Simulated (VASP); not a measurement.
# MoS2 in VASP: further runs

One sheet, MoS2, is run at these levels: PBEsol+D3(BJ); tasks: single point.

Everything below comes from runs of VASP 6.6.1. Logs are shortened: lines on timing, memory, paths and dates and some standing lists are left out, and cuts for length are marked.

## Step 1: The structure

The cell holds a sheet with vacuum, 3 atoms: a = 3.117 Å, b = 3.117 Å, c = 30.040 Å, α = 90.00°, β = 90.00°, γ = 120.00°.

The cell was built by a generator and needn't be a form met in nature.

## Step 2: Single point, PBEsol+D3(BJ)

Contents of INCAR:

```
  PREC = Accurate
  ENCUT = 520
  EDIFF = 1E-6
  ISMEAR = 0
  SIGMA = 0.03
  LREAL = False
  LASPH = True
  NELM = 100
  ALGO = Fast
  ISIF = 2
  LWAVE = False
  LCHARG = True
  LDIPOL = True
  IDIPOL = 3
  DIPOL = 0.5 0.5 0.285
  GGA = PS
  IVDW = 12
  LELF = True
  LVHAR = True
  LVACPOTAV = True
  NBANDS = 20
```

Contents of KPOINTS:

```
Automatic mesh
0
Gamma
  12 12 1
```

Contents of POSCAR:

```
MoS2
1.0
    3.1168844894      0.0000000000      0.0000000000
   -1.5584422447      2.6993011485      0.0000000000
    0.0000000000      0.0000000000     30.0399999981
S Mo
2 1
Direct
    0.6666666667      0.3333333333      0.2328845240
    0.6666666667      0.3333333333      0.3370222670
    0.3333333333      0.6666666667      0.2849533955
```

Potentials or basis: VASP PAW PBE potentials, release 64 (S, Mo_sv).

Command:

```sh
$ cat potpaw_PBE.64/S/POTCAR potpaw_PBE.64/Mo_sv/POTCAR > POTCAR
$ mpirun -np 1 vasp_std > vasp.out
```

OUTCAR:

```text
PREC = Accurate
   ENCUT = 520
   EDIFF = 1E-6
   ISMEAR = 0
   LREAL = False
   LASPH = True
   NELM = 100
   ISIF = 2
   GGA = PS
   IVDW = 12
 IVDW          = 12

 ion  position               nearest neighbor table
   1  0.667  0.333  0.233-   3 2.38   3 2.38   3 2.38
   2  0.667  0.333  0.337-   3 2.38   3 2.38   3 2.38
   3  0.333  0.667  0.285-   1 2.38   2 2.38   1 2.38   2 2.38   1 2.38   2 2.38

  LATTYP: Found a hexagonal cell.
 ALAT       =     3.1168844894
 C/A-ratio  =     9.6378290887

  Lattice vectors:

 A1 = (   3.1168844894,   0.0000000000,   0.0000000000)
 A2 = (  -1.5584422447,   2.6993011485,   0.0000000000)
 A3 = (   0.0000000000,   0.0000000000,  30.0399999981)

Analysis of symmetry for initial positions (statically):
=====================================================================
 Subroutine PRICEL returns:
 Original cell was already a primitive cell.

 Routine SETGRP: Setting up the symmetry group for a
 hexagonal supercell.

 Subroutine GETGRP returns: Found 12 space group operations
 (whereof  6 operations were pure point group operations)
 out of a pool of 24 trial point group operations.

The static configuration has the point symmetry C_3v.
 The point group associated with its full space group is D_3h.

Analysis of symmetry for dynamics (positions and initial velocities):
=====================================================================
 Subroutine PRICEL returns:
 Original cell was already a primitive cell.

 Routine SETGRP: Setting up the symmetry group for a
 hexagonal supercell.

 Subroutine GETGRP returns: Found 12 space group operations
 (whereof  6 operations were pure point group operations)
 out of a pool of 24 trial point group operations.

The dynamic configuration has the point symmetry C_3v.
 The point group associated with its full space group is D_3h.

 Subroutine INISYM returns: Found 12 space group operations
 (whereof  6 operations are pure point group operations),
 and found     1 'primitive' translations

----------------------------------------------------------------------------------------

                                     Primitive cell

  volume of cell :     252.7388

  direct lattice vectors                    reciprocal lattice vectors
     3.116884489  0.000000000  0.000000000     0.320833192  0.185233130  0.000000000
    -1.558442245  2.699301149  0.000000000     0.000000000  0.370466260  0.000000000
     0.000000000  0.000000000 30.039999998     0.000000000  0.000000000  0.033288948

  length of vectors
     3.116884489  3.116884489 30.039999998     0.370466260  0.370466260  0.033288948

  position of ions in fractional coordinates (direct lattice)
     0.666666667  0.333333333  0.232884524
     0.666666667  0.333333333  0.337022267
     0.333333333  0.666666667  0.284953395

  ion indices of the primitive-cell ions
   primitive index   ion index
                 1           1
                 2           2
                 3           3

----------------------------------------------------------------------------------------

 KPOINTS: Automatic mesh

Automatic generation of k-mesh.
 Grid dimensions read from file:
 generate k-points for:   12   12    1

 Generating k-lattice:

  Cartesian coordinates                     Fractional coordinates (reciprocal lattice)
     0.026736099  0.015436094  0.000000000     0.083333333  0.000000000  0.000000000
     0.000000000  0.030872188  0.000000000     0.000000000  0.083333333  0.000000000
     0.000000000  0.000000000  0.033288948     0.000000000  0.000000000  1.000000000

  Length of vectors
     0.030872188  0.030872188  0.033288948

  Shift w.r.t. Gamma in fractional coordinates (k-lattice)
     0.000000000  0.000000000  0.000000000

 Subroutine IBZKPT returns following result:
 ===========================================

 Found     19 irreducible k-points:

 Following reciprocal coordinates:
            Coordinates               Weight
  0.000000  0.000000  0.000000      1.000000
  0.083333  0.000000  0.000000      6.000000
  0.166667  0.000000  0.000000      6.000000
  0.250000  0.000000  0.000000      6.000000
  0.333333  0.000000  0.000000      6.000000
  0.416667  0.000000  0.000000      6.000000
[... 11 lines left out ...]
  0.333333  0.250000  0.000000     12.000000
  0.333333  0.333333  0.000000      2.000000
   k-points           NKPTS =     19   k-points in BZ     NKDIM =     19   number of bands    NBANDS=     20
   number of dos      NEDOS =    301   number of ions     NIONS =      3
   total plane-waves  NPLWV = 129024
   dimension x,y,z NGX =    24 NGY =   24 NGZ =  224
   dimension x,y,z NGXF=    48 NGYF=   48 NGZF=  448
   ions per type =               2   1
   NGX,Y,Z   is equivalent  to a cutoff of  12.80, 12.80, 12.40 a.u.
   NGXF,Y,Z  is equivalent  to a cutoff of  25.60, 25.60, 24.79 a.u.
 SYSTEM =  unknown system
   PREC   = accura    normal or accurate (medium, high low for compatibility)
   ISTART =      0    job   : 0-new  1-cont  2-samecut
   ICHARG =      2    charge: 1-file 2-atom 10-const
   ISPIN  =      1    spin polarized calculation?
   LNONCOLLINEAR =      F non collinear calculations
   LSORBIT =      F    spin-orbit coupling
   LASPH  =      T    aspherical Exc in radial PAW
   ENCUT  =  520.0 eV  38.22 Ry    6.18 a.u.   5.80  5.80 55.85*2*pi/ulx,y,z
   NELM   =    100;   NELMIN=  2; NELMDL= -5     # of ELM steps
   EDIFF  = 0.1E-05   stopping-criterion for ELM
   LREAL  =      F    real-space projection
   EDIFFG = 0.1E-04   stopping-criterion for IOM
   NSW    =      0    number of steps for IOM
   IBRION =     -1    ionic relax: 0-MD 1-quasi-New 2-CG
   NFREE  =      0    steps in history (QN), initial steepest desc. (CG)
   ISIF   =      2    stress and relaxation
   ISYM   =      2    0-nonsym 1-usesym 2-fastsym
   POTIM  = 0.5000    time-step for ionic-motion
   TEBEG  =    0.0;   TEEND  =   0.0 temperature during run
   PSTRESS=    0.0 pullay stress
   NELECT =      26.0000    total number of electrons
   NUPDOWN=      -1.0000    fix difference up-down
   EMIN   =  10.00;   EMAX   =-10.00  energy-range for DOS
   EFERMI =   0.00;   METHOD = LEGACY
   ISMEAR =     0;   SIGMA  =   0.03  broadening in eV -4-tet -1-fermi 0-gaus
   EFERMI_NEDOS =   21; number of points for ismear=-14 and -15
   IALGO  =     68    algorithm
   IMIX   =      4    mixing-type and parameters
     AMIX     =   0.40;   BMIX     =  1.00
     AMIX_MAG =   1.60;   BMIX_MAG =  1.00
  volume/ion in A,a.u.               =      84.25       568.52
  Fermi-wavevector in a.u.,A,eV,Ry     =   0.767082  1.449575  8.005875  0.588415
  Thomas-Fermi vector in A             =   1.867561
   LORBIT       =      0    0 simple, 1 ext, 2 COOP (PROOUT), +10 PAW based schemes
   GGA     = PS    functional components
   LHFCALC =     F    Hartree Fock is set to
   AEXX    =    0.0000 exact exchange contribution
   IVDW    =    12    specifies the selected vdW correction
   LEPSILON=     F    determine dielectric tensor
   LRPA    =     F    only Hartree local field effects (RPA)
 non-spin polarized calculation
 RMM-DIIS sequential band-by-band and
 Gauss-broadening in eV      SIGMA  =   0.03
  energy-cutoff  :      520.00
  volume of cell :      252.74
 maximum number of plane-waves:      6854
 NGX is ok and might be reduce to    24
   NGX = 11   NGY = 11   NGZ =111

 dipolmoment           0.000000      0.000000     -0.000010 electrons x Angstroem

 number of electron      25.9999999 magnetization

 dipolmoment           0.000000      0.000000      0.000013 electrons x Angstroem

 Free energy of the ion-electron system (eV)
  ---------------------------------------------------
  ext. energy  EPLUGINS =         0.00000000
  ---------------------------------------------------
  free energy    TOTEN  =       -23.41920767 eV

  energy without entropy =      -23.41920767  energy(sigma->0) =      -23.41920767

 E-fermi :  -2.8945     XC(G=0):  -2.6464

 val. band max:       -3.2277429972   @ k =   0.3333   0.3333   0.0000
 cond. band min:      -1.3268619844   @ k =   0.3333   0.3333   0.0000
 fundamental gap:      1.9008810128
 Fermi energy:        -2.8945110736

 k-point     1 :       0.0000    0.0000    0.0000
  band No.  band energies     occupation
      1     -63.9110      2.00000
      2     -38.1414      2.00000
      3     -37.8452      2.00000
      4     -37.8452      2.00000
      5     -17.5328      2.00000
      6     -16.1753      2.00000
[... 12 lines left out ...]
     19       2.3815      0.00000
     20       3.2586      0.00000

 k-point     2 :       0.0833    0.0000    0.0000
  band No.  band energies     occupation
      1     -63.9077      2.00000
      2     -38.1350      2.00000
      3     -37.8774      2.00000
      4     -37.8524      2.00000
      5     -17.4195      2.00000
      6     -16.1282      2.00000
[... 12 lines left out ...]
     19       2.5235      0.00000
     20       3.7892      0.00000

 k-point     3 :       0.1667    0.0000    0.0000
  band No.  band energies     occupation
      1     -63.8985      2.00000
      2     -38.1175      2.00000
      3     -37.9648      2.00000
      4     -37.8722      2.00000
      5     -17.0967      2.00000
      6     -15.9942      2.00000
[... 12 lines left out ...]
     19       2.9404      0.00000
     20       3.2941      0.00000

 k-point     4 :       0.2500    0.0000    0.0000
  band No.  band energies     occupation
      1     -63.8860      2.00000
      2     -38.0935      2.00000
      3     -38.0822      2.00000
      4     -37.8992      2.00000
      5     -16.6160      2.00000
      6     -15.7963      2.00000
[... 314 lines left out ...]
 k-point    18 :       0.3333    0.2500    0.0000
  band No.  band energies     occupation
      1     -63.8562      2.00000
      2     -38.2312      2.00000
      3     -38.0886      2.00000
      4     -38.0365      2.00000
      5     -15.2009      2.00000
      6     -15.1873      2.00000
[... 12 lines left out ...]
     19       5.0958      0.00000
     20       6.1656      0.00000

 k-point    19 :       0.3333    0.3333    0.0000
  band No.  band energies     occupation
      1     -63.8545      2.00000
      2     -38.1959      2.00000
      3     -38.1435      2.00000
      4     -38.0332      2.00000
      5     -15.1386      2.00000
      6     -15.1091      2.00000
[... 12 lines left out ...]
     19       4.3900      0.00000
     20       6.4554      0.00000

------------------------ aborting loop because EDIFF is reached ----------------------------------------

 Edisp (eV)   -0.74966

 E8    (eV) :    -0.4917

  FORCE on cell =-STRESS in cart. coord.  units (eV):
  Direction    XX          YY          ZZ          XY          YZ          ZX
  --------------------------------------------------------------------------------------
  -------------------------------------------------------------------------------------
  Total      -0.01025    -0.01025    -0.03080     0.00000     0.00000     0.00000
  in kB      -0.06496    -0.06496    -0.19523     0.00000     0.00000     0.00000
  external pressure =       -0.11 kB  Pullay stress =        0.00 kB

 VOLUME and BASIS-vectors are now :
 -----------------------------------------------------------------------------
  energy-cutoff  :      520.00
  volume of cell :      252.74
      direct lattice vectors                 reciprocal lattice vectors
     3.116884489  0.000000000  0.000000000     0.320833192  0.185233130  0.000000000
    -1.558442245  2.699301149  0.000000000     0.000000000  0.370466260  0.000000000
     0.000000000  0.000000000 30.039999998     0.000000000  0.000000000  0.033288948

 POSITION                                       TOTAL-FORCE (eV/Angst)
 -----------------------------------------------------------------------------------
      1.55844      0.89977      6.99585        -0.000000      0.000000      0.001670
      1.55844      0.89977     10.12415        -0.000000      0.000000     -0.001670
     -0.00000      1.79953      8.56000         0.000000      0.000000      0.000000
 -----------------------------------------------------------------------------------
    total drift:                                0.000000     -0.000000      0.000203

  FREE ENERGIE OF THE ION-ELECTRON SYSTEM (eV)
  ---------------------------------------------------
  free  energy   TOTEN  =       -24.1688644384 eV

  energy  without entropy=      -24.1688644384  energy(sigma->0) =      -24.16886444

 vacuum level on the upper side and lower side of the slab         2.680         2.680
```

Wall time 65 s (1 thread of Intel Xeon 6975P-C (Granite Rapids), shared host); peak memory 0.4 GiB.

Results:

```yaml
Free_energy: -24.1689 eV
Band_gap_on_the_k_mesh: 1.90 eV, direct
Dispersion_energy_per_atom: -0.250 eV
Ionisation_potential_of_the_upper_face: 5.91 eV
```

Levels at points of the mesh, in eV from the valence-band top:
| k point | band 9 | band 10 | band 11 | band 12 | band 13 | band 14 | band 15 | band 16 | band 17 | band 18 |
| --- | --- | --- | --- | --- | --- | --- | --- | --- | --- | --- |
| (0.00, 0.00, 0.00) | -2.59 | -1.95 | -1.42 | -1.42 | -0.17 | 2.95 | 2.95 | 3.21 | 3.21 | 5.50 |
| (0.50, 0.00, 0.00) | -4.23 | -3.20 | -2.01 | -0.83 | -0.68 | 2.50 | 2.98 | 3.98 | 4.53 | 6.25 |

Caveat: the PAW data sets were made with another functional, which shifts forces and pressure a little.

## Step 3: Single point, PBEsol+D3(BJ)

This run uses another cell than the first one, of 49.66 Å³/atom, 0.589 times its volume.

Contents of INCAR:

```
SYSTEM = MoS2
ALGO     = Fast           ! electronic algorithm
DIPOL    = 0.5 0.5 0.500
EDIFF    = 1E-6           ! SCF threshold, eV
ENCUT    = 520            ! plane-wave cutoff, eV
GGA      = PS             ! functional
IDIPOL   = 3            
ISIF     = 2              ! what is computed and relaxed
ISMEAR   = 0              ! smearing method
IVDW     = 12             ! dispersion correction
LASPH    = .TRUE.         ! aspherical terms in the spheres
LCHARG   = .FALSE.        ! write CHGCAR
LDIPOL   = .TRUE.       
LREAL    = .FALSE.        ! projectors in reciprocal space
LWAVE    = .FALSE.        ! write WAVECAR
NBANDS   = 20             ! bands
NELM     = 100            ! most SCF steps
PREC     = Accurate       ! precision mode
SIGMA    = 0.03           ! smearing width, eV
```

Contents of KPOINTS:

```
k-points
0
G
  12 12 1
  0 0 0
```

Contents of POSCAR:

```
MoS2
1.0
    3.1700000000      0.0000000000      0.0000000000
   -1.5850000000      2.7453005300      0.0000000000
    0.0000000000      0.0000000000     17.1200000000
S Mo
2 1
Direct
    0.6666670000      0.3333330000      0.4088785047
    0.6666670000      0.3333330000      0.5911214953
    0.3333330000      0.6666670000      0.5000000000
```

Potentials or basis: VASP PAW PBE potentials, release 64 (S, Mo_sv).

Command:

```sh
$ cat potpaw_PBE.64/S/POTCAR potpaw_PBE.64/Mo_sv/POTCAR > POTCAR
$ mpirun -np 1 vasp_std > vasp.out
```

OUTCAR:

```text
SYSTEM = MoS2
   EDIFF = 1E-6
   ENCUT = 520
   GGA = PS
   ISIF = 2
   ISMEAR = 0
   IVDW = 12
   LASPH = .TRUE.
   LREAL = .FALSE.
   NELM = 100
   PREC = Accurate
 IVDW          = 12

 ion  position               nearest neighbor table
   1  0.667  0.333  0.409-   3 2.40   3 2.40   3 2.40
   2  0.667  0.333  0.591-   3 2.40   3 2.40   3 2.40
   3  0.333  0.667  0.500-   1 2.40   2 2.40   1 2.40   2 2.40   1 2.40   2 2.40

  LATTYP: Found a hexagonal cell.
 ALAT       =     3.1700000000
 C/A-ratio  =     5.4006309148

  Lattice vectors:

 A1 = (   3.1700000000,   0.0000000000,   0.0000000000)
 A2 = (  -1.5850000000,   2.7453005300,   0.0000000000)
 A3 = (   0.0000000000,   0.0000000000,  17.1200000000)

Analysis of symmetry for initial positions (statically):
=====================================================================
 Subroutine PRICEL returns:
 Original cell was already a primitive cell.

 Routine SETGRP: Setting up the symmetry group for a
 hexagonal supercell.

 Subroutine GETGRP returns: Found 12 space group operations
 (whereof 12 operations were pure point group operations)
[... 166 lines left out ...]

 val. band max:       -1.3958661021   @ k =   0.3333   0.3333   0.0000
 cond. band min:       0.3249688923   @ k =   0.3333   0.3333   0.0000
 fundamental gap:      1.7208349944
 Fermi energy:        -1.2585851979

 k-point     1 :       0.0000    0.0000    0.0000
  band No.  band energies     occupation
      1     -62.1244      2.00000
      2     -36.3121      2.00000
      3     -36.0834      2.00000
      4     -36.0834      2.00000
      5     -15.4966      2.00000
      6     -14.1622      2.00000
[... 426 lines left out ...]
     19       6.2213      0.00000
     20       8.2543      0.00000

------------------------ aborting loop because EDIFF is reached ----------------------------------------

 vacuum level on the upper side and lower side of the slab       (xc-potential included)        -0.178        -0.178

 Edisp (eV)   -0.72686

 E8    (eV) :    -0.4754

  FORCE on cell =-STRESS in cart. coord.  units (eV):
  Direction    XX          YY          ZZ          XY          YZ          ZX
  --------------------------------------------------------------------------------------
  -------------------------------------------------------------------------------------
  Total      -1.84675    -1.84675    -0.88554     0.00000     0.00000    -0.00000
  in kB     -19.85934   -19.85934    -9.52283     0.00000     0.00000    -0.00000
  external pressure =      -16.41 kB  Pullay stress =        0.00 kB

 VOLUME and BASIS-vectors are now :
 -----------------------------------------------------------------------------
  energy-cutoff  :      520.00
  volume of cell :      148.99
      direct lattice vectors                 reciprocal lattice vectors
     3.170000000  0.000000000  0.000000000     0.315457413  0.182129422  0.000000000
    -1.585000000  2.745300530  0.000000000     0.000000000  0.364258845  0.000000000
     0.000000000  0.000000000 17.120000000     0.000000000  0.000000000  0.058411215

 POSITION                                       TOTAL-FORCE (eV/Angst)
 -----------------------------------------------------------------------------------
      1.58500      0.91510      7.00000         0.000000     -0.000000      0.271560
      1.58500      0.91510     10.12000         0.000000     -0.000000     -0.271560
     -0.00000      1.83020      8.56000        -0.000000      0.000000     -0.000000
 -----------------------------------------------------------------------------------
    total drift:                                0.001318     -0.000761      0.000000

  FREE ENERGIE OF THE ION-ELECTRON SYSTEM (eV)
  ---------------------------------------------------
  free  energy   TOTEN  =       -24.1417226437 eV

  energy  without entropy=      -24.1417226437  energy(sigma->0) =      -24.14172264

 vacuum level on the upper side and lower side of the slab         4.449         4.449
```

OSZICAR:

```text
N       E                     dE             d eps       ncg     rms          rms(c)
DAV:   1     0.160077442253E+03    0.16008E+03   -0.13825E+04   976   0.106E+03
DAV:   2    -0.146331702296E+02   -0.17471E+03   -0.17149E+03  1044   0.245E+02
DAV:   3    -0.247593471079E+02   -0.10126E+02   -0.10038E+02   972   0.539E+01
DAV:   4    -0.249220086999E+02   -0.16266E+00   -0.16249E+00  1000   0.734E+00
[... 12 lines left out ...]
RMM:  17    -0.234148006235E+02   -0.43172E-04   -0.37120E-06   733   0.921E-03    0.323E-03
RMM:  18    -0.234148382468E+02   -0.37623E-04   -0.26791E-06   660   0.555E-03    0.591E-03
RMM:  19    -0.234148597214E+02   -0.21475E-04   -0.23829E-06   732   0.529E-03    0.162E-03
RMM:  20    -0.234148615082E+02   -0.17869E-05   -0.24474E-07   512   0.212E-03    0.681E-04
RMM:  21    -0.234148624171E+02   -0.90889E-06   -0.97434E-08   410   0.141E-03
   1 F= -.24141723E+02 E0= -.24141723E+02  d E =-.194806E-12
```

Wall time 30 s (1 thread of Intel Xeon 6975P-C (Granite Rapids), shared host); peak memory 0.27 GiB.

What came out:

* Free energy: -24.1417 eV
* Largest force: 0.272 eV/Å
* Band gap on the k mesh: 1.72 eV, direct
* Dispersion energy per atom: -0.242 eV

Forces in eV/Å, atoms in the order of the input:
```
S    0.000  0.000  0.272
S    0.000  0.000 -0.272
Mo   0.000  0.000  0.000
```

Caveat: the PAW data sets were made with another functional, which shifts forces and pressure a little.
